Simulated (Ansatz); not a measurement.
**Relaxing Fe**

Computed with DFT PBE, scalar-relativistic, plane waves, PAW (Ansatz). Cutoff 420 eV, Γ-centred k mesh, Gaussian smearing, collinear spin, first started from parallel moments.

The start puts Fe on the samarium (9R) structure type (R-3m, No. 166), at a guessed volume.

```
CELL_PARAMETERS angstrom
1.34683 0.77759 6.50914
-1.34683 0.77759 6.50914
0.00000 -1.55518 6.50914
ATOMIC_POSITIONS crystal
Fe 0.00000 0.00000 0.00000
Fe 0.22222 0.22222 0.22222
Fe 0.77778 0.77778 0.77778
```

Cell and atoms relax at zero pressure; the relaxation can't lower the symmetry of the start. After a coarse first stage the cell is made exact in the group found at 0.06 Å.

Energies count from the standard state of Fe at the same level.

Q: Which crystal results?

A: It keeps R-3m (No. 166). The result has the samarium (9R) structure. Conventional cell: a = 2.528 Å, c = 19.553 Å. Fe on Wyckoff site a (1 atom of the primitive cell) has 12 Fe at 2.53–2.62 Å; Fe on Wyckoff site c (2 atoms of the primitive cell) has 12 Fe at 2.53–2.62 Å.

```cif
data_structure
_symmetry_space_group_name_H-M 'R-3m:H'
_symmetry_Int_Tables_number 166
_cell_length_a 2.5284
_cell_length_b 2.5284
_cell_length_c 19.5533
_cell_angle_alpha 90.000
_cell_angle_beta 90.000
_cell_angle_gamma 120.000
_cell_volume 108.25
loop_
_atom_site_label
_atom_site_type_symbol
_atom_site_symmetry_multiplicity
_atom_site_Wyckoff_symbol
_atom_site_fract_x
_atom_site_fract_y
_atom_site_fract_z
_atom_site_occupancy
Fe1 Fe 3 a 0.00000 0.00000 0.00000 1
Fe2 Fe 6 c 0.33333 0.66667 0.88897 1
```

Q: What are its volume, energy, gap and moment?

A: The volume per atom is 12.03 Å³ and the density is 7.71 g/cm³. The energy over the standard structure is 0.18 eV/atom and the gap on the 21×21×21 mesh is 0 eV (a metal). The net moment per atom is 2.57 μB and the largest site moment is 2.60 μB.

The final run used a 21×21×21 mesh on its 3-atom cell and 0.10 eV smearing. For metals, differences of a few meV/atom aren't resolved. Symmetry constrained the relaxation, so the result can be a saddle point.

This form isn't the element's structure at ambient conditions.